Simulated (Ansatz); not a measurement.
KI in the rocksalt structure, relaxed with r2SCAN in the PAW code Ansatz. Space group Fm-3m (No. 225), cubic; a = 7.089 Å in the conventional setting, 44.52 Å³ an atom. Around K lie 6 I at 3.54 Å; around I lie 6 K at 3.54 Å.

The axes x, y and z are those of this cell:
```
CELL_PARAMETERS angstrom
0.00000 3.54429 3.54429
3.54429 0.00000 3.54429
3.54429 3.54429 0.00000
ATOMIC_POSITIONS crystal
K 0.00000 0.00000 0.00000
I 0.50000 0.50000 0.50000
```

Unstrained: The PBE gap is direct at Γ: 3.944 eV. With r2SCAN the gap is 4.586 eV and direct, at Γ. With HSE06 the gap is 4.941 eV and direct, at Γ. Meshes: PBE 6×6×6, r2SCAN 6×6×6, HSE06 4×4×4. Strains are changes of length per length, and xy shears are angles. After each strain the atoms were relaxed again with r2SCAN within the symmetry that the strain leaves, so tilts or polar shifts that break it weren't tested; points keep the names that they have in the unstrained zone. The values are computed, spin-unpolarised, and not measurements.

Q: One strain changed the r2SCAN stress by xx +1.30, yy +1.30, zz +0.22 GPa (compression positive) and the gap by +0.140 eV (PBE), +0.154 eV (r2SCAN), +0.154 eV (HSE06). Which kind of strain was it, and roughly how large?

A: Biaxial -3.03 % in x and y, z held. The pattern of the stress gives the kind; the size needs the stiffness, so it is an estimate.

Q: Estimate what xy shear, engineering strain (angle) -5.29 % does to the gap.

A: PBE: the gap goes from 3.944 to 3.864 eV (-0.080 eV); with r2SCAN the top three valence levels at Γ, degenerate before, become 1+1+1 from the top over 140 meV. r2SCAN: the gap goes from 4.586 to 4.503 eV (-0.083 eV). HSE06: the gap goes from 4.941 to 4.857 eV (-0.084 eV). The r2SCAN energy rises by 1.5 meV an atom.

Q: Estimate what uniaxial +5.52 % along z, other directions held does to the gap.

A: PBE: the gap goes from 3.944 to 3.823 eV (-0.121 eV). r2SCAN: the gap goes from 4.586 to 4.449 eV (-0.137 eV). HSE06: the gap goes from 4.941 to 4.808 eV (-0.133 eV). The r2SCAN energy rises by 9.7 meV an atom.

Spin-orbit coupling is left out, which matters wherever the heavy atoms make up the band edges.

The meshes of the hybrids are coarse, so their gaps aren't converged to the digits shown.

The splittings at Γ are without spin-orbit coupling, which regroups them where it is of like size or larger.
